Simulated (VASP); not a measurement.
## C: single point with PBEsol

The system is C, a slab with vacuum.

```
CELL_PARAMETERS angstrom
2.51292 0.00000 0.00000
-1.25646 2.17625 0.00000
0.00000 0.00000 22.72011
ATOMIC_POSITIONS crystal
C 0.00000 0.00000 0.31378
C 0.66667 0.33333 0.32530
C 0.66667 0.33333 0.39904
C 0.33333 0.66667 0.42037
C 0.33333 0.66667 0.48883
C 0.00000 0.00000 0.51117
C 0.00000 0.00000 0.57963
C 0.66667 0.33333 0.60097
C 0.66667 0.33333 0.67470
C 0.33333 0.66667 0.68623
```

The cell was built by a generator and needn't be a form met in nature.

```json
{"Program": "VASP 6.6.1", "Task": "single point", "Functional": "PBEsol", "Potentials or basis": "VASP PAW PBE potentials, release 64 (C)", "Cutoff": "520 eV", "k mesh": "12 × 12 × 1", "Occupations": "gaussian, width 0.03 eV", "Spin": "no spin polarisation", "Dipole correction": "yes", "Further INCAR settings": "ALGO = Normal; EDIFF = 1e-06; NBANDS = 31"}
```

The largest force is 0.023 eV/Å. The band gap on the k mesh is none (metal or under the smearing width).

Forces on the atoms (eV/Å):
```
C    0.000  0.000 -0.023
C    0.000  0.000 -0.004
C    0.000  0.000 -0.015
C    0.000  0.000  0.000
C    0.000  0.000 -0.001
C    0.000  0.000  0.001
C    0.000  0.000  0.000
C    0.000  0.000  0.015
C    0.000  0.000  0.004
C    0.000  0.000  0.023
```

Levels at points of the mesh, in eV from the Fermi level:
| k point | band 18 | band 19 | band 20 | band 21 | band 22 | band 23 |
| --- | --- | --- | --- | --- | --- | --- |
| (0.00, 0.00, 0.00) | -2.19 | -2.19 | -0.09 | 1.18 | 4.50 | 4.51 |
| (0.50, 0.00, 0.00) | -5.17 | -5.06 | -0.28 | -0.19 | 3.04 | 3.61 |

It took 2.2 min on 1 thread of Intel(R) Xeon(R) Platinum 8488C (Sapphire Rapids) (shared host), peak memory 0.24 GiB.

Caveat: the PAW data sets were made with another functional, which shifts forces and pressure a little.
